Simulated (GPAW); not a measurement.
A run of GPAW 26.7.0:

The input run.py:

```python
from ase.filters import FrechetCellFilter
from ase.io import read, write
from ase.optimize import BFGS
from gpaw import GPAW, PW

atoms = read('In.xyz')

calc = GPAW(mode=PW(600),
            xc='PBE',
            kpts={'size': (10, 10, 10), 'gamma': True},
            occupations={'name': 'fermi-dirac', 'width': 0.05},
            nbands=14,
            convergence={'density': 1e-05, 'forces': 0.0001},
            maxiter=150,
            txt='gpaw.txt')
atoms.calc = calc
opt = BFGS(FrechetCellFilter(atoms), trajectory='relax.traj', logfile='-')
done = opt.run(fmax=0.02, steps=60)
calc.write('gs.gpw')
write('result.traj', atoms)
print('Converged:', done)
print('Cell:', atoms.cell.cellpar().round(4))
print('Volume:', round(atoms.get_volume(), 4))
print(atoms.get_scaled_positions().round(5))
```

File In.xyz:

```xyz
1
Lattice="-1.8825252400 1.8825252400 1.8825252400 1.8825252400 -1.8825252400 1.8825252400 1.8825252400 1.8825252400 -1.8825252400" Properties=species:S:1:pos:R:3 pbc="T T T"
In     0.0000000000      0.0000000000      0.0000000000
```

Potentials or basis: GPAW PAW data sets (gpaw-data 1.2.1), pw.

Command:

```console
$ OMP_NUM_THREADS=1 python run.py
```

Hardware: 1 thread of Arm Neoverse N1, with other jobs on the host.

Question: Estimate the wall time of this run.

Answer: Run time: 41 s on 1 thread of Arm Neoverse N1 (shared host), peak memory 0.16 GiB. Counts: scf iterations 27, plane waves 935, bands 14, k points 47, ion steps 3.
